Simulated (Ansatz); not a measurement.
# ZnSn2Hg4: settings compared (Ansatz)

Run with:

```bash
ansatz run input.yaml --threads 1 --pin off --max-ram 2560MiB --backend cpu --events-out ev --progress --plain --runs-dir out
```

Input:

```yaml
crystal:
  lattice:
    - [0.0, 5.860354, 0.0]
    - [5.860354, 0.0, 0.0]
    - [2.930177, 2.930177, -5.85844]
  atoms:
    - { symbol: Sn, position: [0.5, 0.5, 0.0] }
    - { symbol: Sn, position: [0.75, 0.25, 0.5] }
    - { symbol: Zn, position: [0.0, 0.0, 0.0] }
    - { symbol: Hg, position: [0.375, 0.375, 0.75] }
    - { symbol: Hg, position: [0.625, 0.125, 0.25] }
    - { symbol: Hg, position: [0.875, 0.875, 0.75] }
    - { symbol: Hg, position: [0.125, 0.625, 0.25] }
  symmetry: { tolerance: 0.0003 }
kpoints:
  mp_grid: { grid: [4, 4, 4], shift: [0, 0, 0] }
magnetization:
  spin_polarized: false
scf:
  occupations: { method: cold, width: 0.1935 }
hamiltonian:
  pseudopotentials: { kind: paw }
  xc: r2scan
basis:
  ecutwfc: 500
output:
  forces: true
  stress: true
  eigenvalues: true
```

Origin of the cell: a known structure type with other elements, at an estimated volume, so it need not be a known compound.

Output of this run (shortened):

```
Pseudopotentials: kind: paw
Pseudopotential: Sn, paw, valence charge 14, recommended cutoff 500 eV (meta_gga), Sn.paw.azcp
Pseudopotential: Zn, paw, valence charge 12, recommended cutoff 500 eV (meta_gga), Zn.paw.azcp
Pseudopotential: Hg, paw, valence charge 20, recommended cutoff 500 eV (meta_gga), Hg.paw.azcp
Functional definition: r2SCAN
  exchange = r2scan_x(k0 = k0, k1 = k1, a1 = a1)
  correlation = r2scan_c
Crystal: 7 atoms, lattice volume = 201.201 Å³
Basis set: ecut = 500 eV, 5053 PW (Γ), exchange–correlation on 180×180×216 points (64 copies of the dense FFT grid, shifted against one another)
Bands: 72, of which v1, the nominal top of the filled ones, is band 60 counted from 1 (59 counted from 0)
Symmetry: 4 space group operations
[… 11 lines left out …]
Initial density: superposition of atomic densities (neutral atoms: chi_scale 0, normalization atom), corrected by the library's trained network
Functional: x = r2scan, c = r2scan; τ floored in thin density (d = 2e-4 eV/Å³)
SCF iter   1: F=—  HF=-70709.329286 eV  Δρ=8.45e-3  dr2=1.06e-1  dr2_τ=4.33e-2  defer=2
SCF iter   2: F=—  HF=-70709.397555 eV  S|Δr|=    0.00e0  Δρ=9.48e-3  dr2=1.20e-1  dr2_τ=5.13e-3  defer=68
SCF iter   3: F=—  HF=-70709.345284 eV  S|Δr|=    0.00e0  Δρ=3.41e-3  dr2=1.25e-2  dr2_τ=1.90e-4  defer=68
SCF iter   4: F=—  HF=-70709.340275 eV  S|Δr|=    0.00e0  Δρ=8.46e-4  dr2=1.89e-3  dr2_τ=2.08e-4  defer=3
SCF iter   5: F=—  HF=-70709.339925 eV  S|Δr|=    0.00e0  Δρ=2.02e-4  dr2=1.60e-4  dr2_τ=2.79e-6  defer=3
SCF iter   6: F=—  HF=-70709.339951 eV  S|Δr|=    0.00e0  Δρ=5.58e-5  dr2=7.52e-6  dr2_τ=5.45e-7  defer=3
SCF iter   7: F=—  HF=-70709.339851 eV  S|Δr|=    0.00e0  Δρ=1.31e-5  dr2=3.54e-7  dr2_τ=4.01e-8  defer=3
SCF iter   8: F=-70709.339851 eV  HF=-70709.339851 eV  S|Δr|=    0.00e0  Δρ=4.02e-6  dr2=5.37e-8  dr2_τ=4.31e-9
SCF 1 converged in 8 iterations: F = -70709.339851 eV  dr2 = 5.37e-8
SCF converged after 8 iterations
Stability not checked: this state was not tested for a lower state beside it, because cold or Methfessel-Paxton smearing, or corrected tetrahedra, fill the levels in a way that the test cannot read (fill_not_monotonic; […]
Free energy (F): -70709.339851 eV
Harris-Foulkes:  -70709.339851 eV  (|F-HF|=9.37e-9)
Internal energy: -70709.359084 eV  (E = F + TS)
E sigma→0 (E₀):  -70709.346262 eV
Entropy (-TS):   0.019233 eV (2.748 meV/atom)
Fermi energy:    9.802351 eV
--- Per-component energies (eV) ---
  E_band       = -2263.363772
  E_kinetic    = 2934.258115
  E_local      = -17259.124882  (includes V_loc(G=0)·N_el)
  E_nonlocal   = 838.643060
  E_hartree    = 7766.672330
  E_xc         = -1711.971330
  E_vxc        = -1432.563155  (∫ρ·V_xc dr)
  E_paw        = -50051.037500  (= ΣΔE_a)
  E_vpaw       = -2976.565998  (= ΣTr[D̂ρ^β])
  E_aug_tail   = 0.001510  (compensation charges beyond the density's cutoff)
  E_vtau       = 98.641408  (kinetic-family band-sum trace: ∫τ·v_τ [+ j·A + Jᵃ·Aᵃ] dr)
  E_ewald      = -13227.492697
  E_core_change = 0.692310  (= ΣΔE_core)
  E_smearing   = 0.019233  (= −TS)
  Σ components = -70709.339851   (vs F -70709.339851, Δ=0.00e0)
--- Forces (eV/Å), atoms counted from 1 ---
[… 2 lines left out …]
  atom   3  Zn    -0.000000     0.000000     0.000000
  atom   4  Hg     0.240114    -1.857495     0.383297
  atom   5  Hg    -1.857495    -0.240114    -0.383297
  atom   6  Hg    -0.240114     1.857495     0.383297
  atom   7  Hg     1.857495     0.240114    -0.383297
  max |Σ_I F_I| component: 1.67e-16 eV/Å
--- Stress (GPa, compression-positive) ---
       10.880553      -0.000000      -0.000000
        0.000000      10.880553       0.000000
       -0.000000      -0.000000      13.290519
  P = ⅓ Tr σ = 11.6839 GPa (116.839 kbar)
```

The same input was run again with these changes:

1. `scf.convergence.dr2_threshold` default → 1.0e-09
2. `scf.lower_state_search` default → standard; `basis.ecutwfc` 500 → "350 eV"
3. `scf.convergence.dr2_threshold` default → 0.0001
4. `scf.mixing.preconditioner` default → kerker_dos; `scf.occupations.method` cold → methfessel_paxton; `scf.occupations.width` 0.1935 → 0.3; `scf.algorithm` default → density_mixing

```json
{"run": "base", "end": "converged", "SCF iterations": "8", "P (GPa)": "11.68", "max force component (eV/Å)": "1.857", "moment (μB)": "–", "ΔE(σ→0) (meV/atom)": "0"}
{"run": "1", "end": "converged", "SCF iterations": "10", "P (GPa)": "11.68", "max force component (eV/Å)": "1.857", "moment (μB)": "–", "ΔE(σ→0) (meV/atom)": "0.00"}
{"run": "2", "end": "converged", "SCF iterations": "8", "P (GPa)": "11.75", "max force component (eV/Å)": "1.865", "moment (μB)": "–", "ΔE(σ→0) (meV/atom)": "11.59"}
{"run": "3", "end": "converged", "SCF iterations": "6", "P (GPa)": "11.68", "max force component (eV/Å)": "1.859", "moment (μB)": "–", "ΔE(σ→0) (meV/atom)": "0.00"}
{"run": "4", "end": "converged", "SCF iterations": "8", "P (GPa)": "11.69", "max force component (eV/Å)": "1.857", "moment (μB)": "–", "ΔE(σ→0) (meV/atom)": "-0.25"}
```

Energies are compared only where functional, datasets, charge and starting cell are the same.

Not properties of the system: run 2 (too coarse or loose: `basis.ecutwfc` = "350 eV").

Caveats of the base run: no spin-orbit coupling, though heavy elements are present; the k mesh is coarse if the cell is a metal; wide smearing.

Run 2: the cutoff lies below the datasets' advice.
Run 3: the SCF threshold is loose for forces.

Time of the base run: 47 s on 1 thread of Arm Neoverse V1, on a shared host, peak memory 0.92 GiB, from the program's own first density.
